**A vibration of tin, frozen in place**

Take a crystal of tin, push its atoms along one vibration pattern and hold them there. The energy needed and the force that pulls back tell how stiff the vibration is. The crystal here is neither grey nor white tin but a simpler body-centred tetragonal form with one atom per lattice point, like a face-centred cubic lattice stretched along one axis. Its two atoms in the doubled cell are equivalent at rest and move in opposite directions in this mode.

The amplitude $u$ is the displacement of an atom. Energy change, $E$, is counted per cell from the undisturbed crystal. The force along the mode is minus the slope of $E$ against $u$, so a sign opposite to that of $u$ means a pull back to rest; $F$ below is its size.

One vibration mode frozen into tin (I4/mmm, a = 3.235 Å, c = 5.068 Å) in a fixed two-atom cell. Ansatz 0.2.0, PBEsol, plane-wave PAW, scalar-relativistic, no spin polarisation, cutoff 420 eV, 22×22×22 k mesh, Gaussian smearing of 0.15 eV. Energies are free energies relative to the undisturbed cell, and pressure is positive in compression.

```tsv
amplitude (Å of the largest displacement)	energy change (meV a cell)	force along mode (eV/Å)	pressure (GPa)
-0.4	88.5	0.427	1.41
-0.2	20.4	0.226	0.36
0	0.0	0.000	-0.04
0.1	?	?	?
0.25	33.2	-0.290	0.58
0.3	49.2	-0.348	0.84
0.35	67.9	-0.395	1.12
```

**(a) Do the known rows describe a harmonic spring?**

*Solution.* The known rows show a restoring force, but not a harmonic spring. In every known displaced row the energy is above zero and the force points back to rest. A double-well mode would do the opposite near $u=0$: its energy would first fall, and the force would drive the atoms outward. A shallow well closer to rest than 0.2 Å isn't excluded by these rows alone. The finding also covers one mode only; another vibration or a strain of the cell could still be unstable.

Symmetry allows all rows to be read as one curve. Shifting the crystal by a lattice vector exchanges the two atoms, which turns $+u$ into $-u$, so $E$ holds only even powers of $u$. An optical mode of grey tin, frozen along a bond, would behave differently: one direction shortens that bond and the other stretches it, so odd powers appear too.

For a harmonic spring, $E$ grows as $u^2$ and $F$ as $u$, which requires $uF=2E$. At 0.2 Å, $uF$ is 45.2 meV but $2E$ is only 40.8 meV. Energy is the area under the force curve, so the force on the way to 0.2 Å must on average lie below the straight line drawn from zero. Somewhere closer to rest, the spring is therefore softer than the force at 0.2 Å suggests.

**(b) Predict energy, force and pressure at 0.1 Å.**

*Solution.* The shortest even curve that can sag in this way is

$$E=Au^2+Bu^4,\qquad F=2Au+4Bu^3 .$$

Its two constants follow from the energy and force of the 0.2 Å row alone. Half of $uF$ equals $Au^2+2Bu^4$, which is 22.6 meV there. Subtracting $E=20.4$ meV leaves $Bu^4=2.2$ meV, and so $Au^2=18.2$ meV. The curve is meant only for amplitudes up to 0.2 Å: at 0.4 Å it would give 108 meV, far above the 88.5 meV in the table.

Now halve the amplitude. The quadratic part shrinks fourfold and the quartic part sixteenfold:

$$E(0.1)=\frac{18.2}{4}+\frac{2.2}{16}\approx 4.7\ \text{meV}.$$

The same two parts give the force, $F=(2\times4.55+4\times0.14)/0.1\approx 97$ meV/Å.

The pressure needs its own argument. Squeezing the cell at fixed fractional displacement changes the energy of the mode, and this change appears as pressure. Since $E$ is even in $u$, the extra pressure must start as $u^2$. A constant with $u^2$ and $u^4$ terms, fitted to the six known rows, supplies the value at 0.1 Å.

The forecasts, with ranges set by judgement, are:

- energy change 4.7 meV, between 4.2 and 5.2 meV
- force along the mode −0.097 eV/Å, between −0.105 and −0.089 eV/Å
- pressure 0.06 GPa, between 0.04 and 0.08 GPa

Two other readings deserve a test. A purely harmonic spring scaled from the 0.2 Å row gives an energy of 5.1 meV, inside the range above, but a clearly stronger force of −0.113 eV/Å. The other reading trusts a smooth curve through the forces and blames the energy of the undisturbed cell, which would have to be wrong by 1.7 meV. It predicts −0.109 eV/Å and an energy of only about 3.7 meV.

**(c) Compare with the calculation and explain the result.**

The withheld rows as computed:

```tsv
amplitude (Å of the largest displacement)	energy change (meV a cell)	force along mode (eV/Å)	pressure (GPa)
0.1	4.4	-0.095	0.06
```

*Solution.* All three values fall within their ranges. The energy is above zero and the force restores at 0.1 Å too, so no double well shows there either. The forecast force is too strong by about 2 % of the computed one, and the pressure agrees to the digits given. The energy is forecast 0.3 meV too high, or 7 % of the computed value. The miss suggests that the softness is concentrated closer to rest than a quartic term allows. The phonon calculation that supplied the vibration pattern supports this. Its wavenumber for the mode, about 30 cm⁻¹, corresponds to a force per amplitude of 0.78 eV/Å² at rest, while the forecast curve has 0.91 eV/Å² there.

The force decides against both other readings, since each makes it too strong by more than a tenth. A wrong energy zero would also displace all energies by the same amount. Yet the energy from the forces-only curve exceeds the computed one by 1.0 meV at 0.1 Å and by about 1.7 to 1.8 meV in all rows farther out. The discrepancy builds up on the way to 0.2 Å, as it should if the spring really is soft there.

Why should a crystal resist a small push less than a larger one, in proportion? A possible cause lies in the electrons. The displacement doubles the period of the crystal and so couples electron states that were independent before. Where two such states meet near the Fermi level they split, the lower one fills, and the electrons gain energy. This gain works against the stiffness of the lattice.

While the splitting is small, the gain grows as $u^2$ and simply makes the spring softer. Once the splitting exceeds the width over which the occupations are smeared, the lower states are already full and the gain grows more slowly than $u^2$. The stiffness then recovers. In a neighbouring crystal with a stronger response of this kind, the gain could outweigh the lattice stiffness and produce a double well.

For this tin crystal the electronic explanation has some support but no proof, because no bands are given. The smearing term of the computed free energy reflects how many states lie close to the Fermi level. It shrinks when the atoms move, and more than half of its largest change has already come at 0.1 Å. Repeating the scan with a narrower smearing and a denser k mesh would be a test: the soft region should then become narrower. The mesh may itself have a share in the softness, since the undisturbed cell shows stresses of 0.12 and 0.22 GPa along two axes that symmetry makes equivalent. Spin–orbit coupling, absent here, could also move the bands concerned. The PAW datasets were made for PBE and not for PBEsol, in all rows alike, which may shift the stiffness somewhat. The explanation doesn't cover the far end of the scan, where force divided by amplitude falls again, from 1.16 eV/Å² at 0.3 Å to 1.07 eV/Å² at 0.4 Å.

The pressure adds a practical point. At 0.2 Å, a volume smaller by 1 % would raise the energy of the mode by about 6.5 %, so the stiffness depends noticeably on the cell size. The cell was held fixed during the scan and the atoms were kept on a straight path. At a given amplitude, letting the cell expand and shear and the atoms move sideways would lower the energy.

Whoever needs a vibration frequency from such a scan should not rely on one convenient amplitude. Force divided by amplitude varies between 0.95 and 1.16 eV/Å² over the displaced rows, and the smallest value belongs to the smallest displacement. A frequency taken from the force at 0.2 Å alone would lie about a fifth above that of the phonon calculation. Comparing $uF$ with $2E$ can expose the problem from a single row, though not from every one: between 0.35 and 0.4 Å the difference changes sign, so the two agree there by accident. The printed analysis below gives these measures for each amplitude.

The analysis program printed:

```
Forecast energy at 0.1 Å [meV]: 4.687
Forecast energy less computed [meV]: 0.2875
Forecast force at 0.1 Å [eV/Å]: -0.0965
Forecast force less computed [eV/Å]: -0.0015
Force/u of the forecast curve towards zero amplitude [eV/Å²]: 0.91
Parabola scaled from the 0.2 row, energy at 0.1 Å [meV]: 5.1
Straight line scaled from the 0.2 row, force at 0.1 Å [eV/Å]: -0.113
fit of pressure on 6 rows: constant -0.04355 +/- 0.0057, coefficient of u2 10.62 +/- 0.16, coefficient of u2**2 -9.475 +/- 0.95; rms 0.00433, worst -0.2 0.00613, leave-one-out rms 0.0161
  rows outside the fit (model, value, miss): 0.1 0.06171, 0.06, 0.00171
fit of force_along_mode on 6 rows: coefficient of amplitude -1.068 +/- 0.016, coefficient of amplitude**3 -2.291 +/- 0.32, coefficient of amplitude**5 14.37 +/- 1.5; rms 0.00102, worst 0.35 -0.00143, leave-one-out rms 0.00534
  rows outside the fit (model, value, miss): 0.1 -0.1089, -0.095, -0.0139
Shift of the zero that the forces-only curve needs [meV]: 1.743
Forces-only curve with shifted zero, energy at 0.1 Å [meV]: 3.65
Stiffness measures (void at zero amplitude):
   row  energy/u² meV/Å²  force/u eV/Å²  forces-only energy less computed meV
  -0.4             553.1          1.067                                 1.762
  -0.2               510           1.13                                 1.715
   0.0                 0              0                                     0
   0.1               440           0.95                                0.9929
  0.25             531.2           1.16                                 1.815
   0.3             546.7           1.16                                 1.736
  0.35             554.3          1.129                                 1.684
Energy from 0.2 to 0.4 Å by trapezoids under the forces [meV]: 67.97
Energy from 0.2 to 0.4 Å in the table [meV]: 68.1
Energy at 0.2 Å by Simpson's rule from computed forces at 0, 0.1, 0.2 Å [meV]: 20.2
Percent gain of mode energy per percent loss of volume, 0.2 Å: 6.489
Percent gain of mode energy per percent loss of volume, 0.4 Å: 5.422
```
